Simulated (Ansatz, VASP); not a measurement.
## Two plane-wave programs on Bi

```
CELL_PARAMETERS angstrom
4.53900 0.00000 0.00000
-2.26950 3.93089 0.00000
0.00000 0.00000 11.82900
ATOMIC_POSITIONS crystal
Bi 0.33333 0.66667 0.25000
Bi 0.66667 0.33333 0.75000
```

This isn't the form of Bi at room conditions, which is rhombohedral.

Alike in both runs: task single point; functional LDA; k mesh 6 × 6 × 2; occupations gaussian, width 0.1 eV; no spin polarisation.

```csv
,VASP,Ansatz
version,VASP 6.6.1,Ansatz 0.2.0
potentials or method,"VASP PAW LDA potentials, release 64 (Bi_d)","scalar-relativistic, plane waves, PAW"
plane-wave cutoff (eV),520,420
valence electrons in the cell,30,30
```

Ansatz gave:

* gap on the k mesh at the Fermi level (eV): none
* pressure (GPa): -3.6
* largest component of the traceless stress (GPa): 3.15

Task: What did VASP give for the same quantities?

Result: gap on the k mesh at the Fermi level (eV): none; pressure (GPa): -3.6; largest component of the traceless stress (GPa): 3.16.

A gap of «none» marks a metal or a gap that the smearing closes.

Caveats: spin-orbit coupling is left out, which moves the levels of the heavy elements.
